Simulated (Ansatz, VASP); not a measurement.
# TePb in VASP and in Ansatz

INCAR

```
SYSTEM = TePb
  ALGO = Normal
  EDIFF = 1E-6
  ENCUT = 520
  GGA = CA
  ISIF = 2
  ISMEAR = -1
  LASPH = .True.
  LCHARG = .False.
  LREAL = .False.
  LWAVE = .False.
  NBANDS = 17
  NELM = 60
  PREC = Accurate
  SIGMA = 0.03
```

KPOINTS

```
k-points
0
Gamma
  9 9 9
  0 0 0
```

POSCAR

```
TePb
1.0
    0.0000000000      3.2835710949      3.2835710949
    3.2835710949      0.0000000000      3.2835710949
    3.2835710949      3.2835710949      0.0000000000
Pb Te
1 1
Direct
    0.0000000000      0.0000000000      0.0000000000
    0.5000000000      0.5000000000      0.5000000000
```

Input for Ansatz:

```yaml
crystal:
  lattice:
    - [0.0, 3.2835710949, 3.2835710949]
    - [3.2835710949, 0.0, 3.2835710949]
    - [3.2835710949, 3.2835710949, 0.0]
  atoms:
    - { symbol: Pb, position: [0.0, 0.0, 0.0] }
    - { symbol: Te, position: [0.5, 0.5, 0.5] }
kpoints:
  mp_grid: { grid: [9, 9, 9] }
  band_path:
    path:
      - [0.0, 0.0, 0.0]
      - [0.5, 0.0, 0.5]
      - [0.625, 0.25, 0.625]
      - [0.375, 0.375, 0.75]
      - [0.0, 0.0, 0.0]
      - [0.5, 0.5, 0.5]
      - [0.5, 0.25, 0.75]
      - [0.5, 0.0, 0.5]
    npoints: 5
scf:
  occupations: { method: fermi_dirac, width: 0.03 }
hamiltonian:
  xc: lda
  pseudopotentials: { kind: all_electron, lapw: { basis_error: 0.0005 } }
output:
  forces: true
  stress: true
  eigenvalues: true
```

Alike in both runs: task single point; functional LDA; k mesh 9 × 9 × 9; occupations fermi-dirac, width 0.03 eV; no spin polarisation.

|  | VASP | Ansatz |
| --- | --- | --- |
| version | VASP 6.6.1 | Ansatz 0.2.0 |
| potentials or method | VASP PAW LDA potentials, release 64 (Pb_d, Te) | all-electron LAPW, scalar-relativistic |
| plane-wave cutoff (eV) | 520 | see its input |

```csv
,VASP,Ansatz,Ansatz less VASP
pressure (GPa),-3.4,-3.5,-0.03
```

Ansatz ran all-electron here, so the differences hold the error of VASP's frozen core and of both bases.

The runs have no spin-orbit coupling, so splittings on Pb, Te are missing.
